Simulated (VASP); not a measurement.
Wanted: the native input for a VASP 6.6.1 run.

* Task: single point
* Functional: LDA
* Potentials or basis: VASP PAW LDA potentials, release 64 (O, H, F)
* Cutoff: 520 eV
* k mesh: 1 × 1 × 1
* Occupations: fermi-dirac, width 0.05 eV
* Spin: no spin polarisation
* Dipole correction: no
* Further INCAR settings: LREAL = Auto; ALGO = Normal; EDIFF = 1e-06; NBANDS = 44

The structure of H13O6F lies in POSCAR:

```
H13O6F
1.0
    6.1745050000      0.0000000000      0.0000000000
    0.0000000000      6.1745050000      0.0000000000
    0.0000000000      0.0000000000      6.1745050000
O H F
6 13 1
Direct
    0.8656564372      0.2762002784      0.4959263941
    0.5690496647      0.5820871471      0.4277103995
    0.4316297420      0.7757706893      0.7337106375
    0.1327231900      0.8130368345      0.3012549184
    0.7574534315     -0.0623855677      0.1257914602
    0.3363832404      0.5627171733      0.0938698730
    0.9281229831      0.2641669251      0.3457929016
    0.9596720709      0.3687421097      0.5919988728
    0.4855773864      0.5711389010      0.2796337520
    0.6929462362      0.4553401447      0.4443433117
    0.3430558401      0.9007361724      0.7008820950
    0.5263741790      0.7052873064      0.5755117212
    0.2384482643      0.6988576412      0.1835612733
   -0.0351931045      0.8223817132      0.2680700720
    0.7864760009      0.0554862293      0.0271276807
    0.6348039236     -0.0145274803      0.2053767873
    0.3754632962      0.7206731552     -0.1266660242
    0.2686531147      0.4075306442      0.1074580068
    0.1460359980     -0.0324074561      0.2639725776
    0.1524494676      0.1987527745      0.2052796135
```

The cell was built by a generator and needn't be a form met in nature.

One way to write it, as run:

INCAR

```
SYSTEM = H13O6F
PREC     = Accurate       ! precision mode
ENCUT    = 520            ! plane-wave cutoff, eV
EDIFF    = 1E-6           ! SCF threshold, eV
ISMEAR   = -1             ! smearing method
SIGMA    = 0.05           ! smearing width, eV
LREAL    = Auto         
LASPH    = .TRUE.         ! aspherical terms in the spheres
NELM     = 80             ! most SCF steps
ALGO     = Normal         ! electronic algorithm
ISIF     = 2              ! what is computed and relaxed
LWAVE    = .FALSE.        ! write WAVECAR
LCHARG   = .TRUE.         ! write CHGCAR
LELF     = .TRUE.         ! ELF
LVHAR    = .TRUE.       
NBANDS   = 44             ! bands
```

KPOINTS

```
Automatic mesh
0
G
  1 1 1
  0 0 0
```

Potentials or basis: VASP PAW LDA potentials, release 64 (O, H, F).

Launch:

```sh
$ cat potpaw_LDA.64/O/POTCAR potpaw_LDA.64/H/POTCAR potpaw_LDA.64/F/POTCAR > POTCAR
$ mpirun -np 1 vasp_gam > vasp.out
```

It gave:

The pressure is -1.4 GPa. The largest force is 2.874 eV/Å. The band gap on the k mesh is 4.09 eV, direct.

Wall time 19 s on 1 thread of Intel(R) Xeon(R) Platinum 8375C CPU @ 2.90GHz (Ice Lake) (shared host), peak memory 0.24 GiB.
